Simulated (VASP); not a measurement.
Crystal: Te.

```
Te
1.0
     4.52989    0.00000    0.00000
    -2.26495    3.92300    0.00000
     0.00000    0.00000    6.03398
Te
3
Direct
  0.26523 0.00000 0.33333
  0.00000 0.26523 0.66667
  0.73477 0.73477 0.00000
```

The cell isn't the ideal one: a relaxed cell with its volume scaled by 1.04.

- Program: VASP 6.6.1
- Task: relaxation of shape and atoms at fixed volume
- Functional: r2SCAN
- Dispersion: rVV10
- Potentials or basis: VASP PAW PBE potentials, release 64 (Te)
- Cutoff: 600 eV
- k mesh: 9 × 9 × 6
- Occupations: gaussian, width 0.03 eV
- Spin: no spin polarisation

At the start: pressure -1.8 GPa; volume 35.74 Å³/atom.

Where does the relaxation end?

Over 4 steps the energy falls by 4.9 meV/atom; space group P3_121 (No. 152, to 0.05 Å).

The path:
| step | energy change (eV) | largest force (eV/Å) | pressure (GPa) |
| --- | --- | --- | --- |
| 1 | 0.0000 | 0.2067 | -1.79 |
| 2 | -0.0081 | 0.1466 | -1.43 |
| 3 | -0.0146 | 0.0294 | -0.78 |
| 4 | -0.0147 | 0.0062 | -0.66 |

Final structure:
```cif
data_structure
_symmetry_space_group_name_H-M 'P 1'
_symmetry_Int_Tables_number 1
_cell_length_a 4.5708
_cell_length_b 4.5708
_cell_length_c 5.9265
_cell_angle_alpha 90.000
_cell_angle_beta 90.000
_cell_angle_gamma 120.000
_cell_volume 107.23
loop_
_atom_site_label
_atom_site_type_symbol
_atom_site_fract_x
_atom_site_fract_y
_atom_site_fract_z
_atom_site_occupancy
Te1 Te 0.25870 0.00000 0.33333 1
Te2 Te 0.00000 0.25870 0.66667 1
Te3 Te 0.74130 0.74130 0.00000 1
```

Caveat: the PAW data sets were made with another functional, which shifts forces and pressure a little.
